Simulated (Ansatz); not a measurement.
Write the native input for Ansatz 0.2.0 that does the following.

```
Task                                : phonons
Functional                          : RPBE
Dispersion                          : D3(BJ)
Potentials or basis                 : Ansatz PAW polarizable
Cutoff                              : 420 eV (not typed: the program's choice for these potentials)
k mesh                              : 8 × 8 × 8
Occupations                         : methfessel-paxton, width 0.1 eV
Spin                                : no spin polarisation
q mesh                              : 4 × 4 × 4
Path                                : [["G", "H", "N", "G", "P", "H"], ["P", "N"]]
Points for each segment of the path : 8
```

W:

```
W
1.0
    -1.58234    1.58234    1.58234
     1.58234   -1.58234    1.58234
     1.58234    1.58234   -1.58234
W
1
Direct
  0.00000 0.00000 0.00000
```

These files were run (other wordings do the same):

input.yaml

```yaml
crystal:
  lattice:
    - [-1.582345, 1.582345, 1.582345]
    - [1.582345, -1.582345, 1.582345]
    - [1.582345, 1.582345, -1.582345]
  atoms:
    - { symbol: W, position: [0.0, 0.0, 0.0] }
hamiltonian:
  xc: rpbe
  pseudopotentials: { kind: paw, partial_waves: polarizable }
  dispersion: d3bj
kpoints:
  mp_grid: { grid: [8, 8, 8] }
scf:
  occupations: { method: methfessel_paxton, width: 0.1 }
phonons:
  method: dfpt
  qmesh: [4, 4, 4]
  temperatures: { t_max: 1000, t_step: 100 }
  qpath:
    path:
      - [[0.0, 0.0, 0.0], [0.5, -0.5, 0.5], [0.0, 0.0, 0.5], [0.0, 0.0, 0.0], [0.25, 0.25, 0.25], [0.5, -0.5, 0.5]]
      - [[0.25, 0.25, 0.25], [0.0, 0.0, 0.5]]
    npoints: 8
```

Potentials or basis: Ansatz PAW polarizable.

Launch:

```sh
$ ansatz run input.yaml --threads 1 --pin off --max-ram 2560MiB --backend cpu --events-out ev --progress --plain --runs-dir out
```

It gave:

```
Band gap on the k mesh   : none (metal or under the smearing width)
Highest phonon frequency : 244 cm⁻¹
```

Caveat: some levels weren't fully converged.

It took 29 s on 1 thread of Arm Neoverse V2 (shared host), peak memory 0.51 GiB.
